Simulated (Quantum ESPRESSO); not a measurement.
Here is a Quantum ESPRESSO 7.5 calculation.

Contents of pw.in:

```
&CONTROL
  calculation = 'scf'
  prefix = 'pwscf'
  outdir = './tmp'
  pseudo_dir = './pseudo'
  tprnfor = .true.
  tstress = .true.
  disk_io = 'nowf'
/
&SYSTEM
  ibrav = 0
  nat = 2
  ntyp = 2
  ecutwfc = 60
  ecutrho = 440
  nbnd = 16
  occupations = 'smearing'
  smearing = 'fd'
  degauss = 0.00367493
/
&ELECTRONS
  conv_thr = 4d-10
  electron_maxstep = 120
  mixing_beta = 0.5
/
ATOMIC_SPECIES
Mo    95.9500 Mo_ONCV_PBE-1.0.oncvpsp.upf
P     30.9738 P.pbe-n-rrkjus_psl.1.0.0.UPF
CELL_PARAMETERS angstrom
   3.2230000000    0.0000000000    0.0000000000
  -1.6115000000    2.7911998764    0.0000000000
   0.0000000000    0.0000000000    3.1910000000
ATOMIC_POSITIONS crystal
Mo    -0.0042880000    0.0061000000    0.0014200000
P      0.3225830000    0.6739460000    0.4901150000
K_POINTS automatic
10 10 8 0 0 0
```

Potentials or basis: SSSP 1.3 efficiency PBE.

Launch:

```console
$ OMP_NUM_THREADS=1 pw.x -in pw.in > pw.out
```

(1) Predict the largest force.

(2) What does it give for the band gap on the k mesh?

(3) Predict the pressure.

## Answers

(1) 0.599 eV/Å.

(2) none (metal or under the smearing width).

(3) 2.7 GPa.
